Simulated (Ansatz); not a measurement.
CoSi2, DFT, PBEsol, PAW with Ansatz's default frozen-core files, scalar-relativistic (Ansatz 0.2.0), run on 1 thread of Arm Neoverse V2 on a shared host.

The geometry is COD entry 1008148, unchecked; take it as a test cell. The listed cell was then made from it by scaling, straining or moving an atom.

Command: `ansatz run input.yaml --threads 1 --pin off --max-ram 6144MiB --backend cpu --events-out ev --progress --plain --runs-dir out`

```yaml
crystal:
  lattice:
    - [-0.026825, 2.6690875, 2.6690875]
    - [2.6690875, -0.026825, 2.6690875]
    - [2.6690875, 2.6690875, -0.026825]
  atoms:
    - { symbol: Co, position: [0.0, 0.0, 0.0], spin: 2.0 }
    - { symbol: Si, position: [0.25, 0.25, 0.25] }
    - { symbol: Si, position: [0.75, 0.75, 0.75] }
magnetization:
  spin_polarized: true
kpoints:
  mp_grid: { grid: [11, 11, 11] }
scf:
  occupations: { method: fermi_dirac, width: 0.05 }
hamiltonian:
  xc: pbesol
  pseudopotentials: { kind: paw }
output:
  forces: true
  stress: true
  eigenvalues: true
  efg: { contact_densities: true }
```

Task: How large is the problem that the program sets up?

Result: 146 irreducible k-points, 737 plane waves at Γ, 18 bands.

Task: Estimate the wall time and the peak memory.

Result: 16 s of wall time for 12 SCF iterations, with a peak of 0.5 GiB. Times on shared machines scatter by tens of per cent.

Task: And the same cell and mesh by crystal-made all-electron datasets, asked for forces, stress, eigenvalues, efg, on the same hardware?

Result: 43 s, peak memory 0.82 GiB.
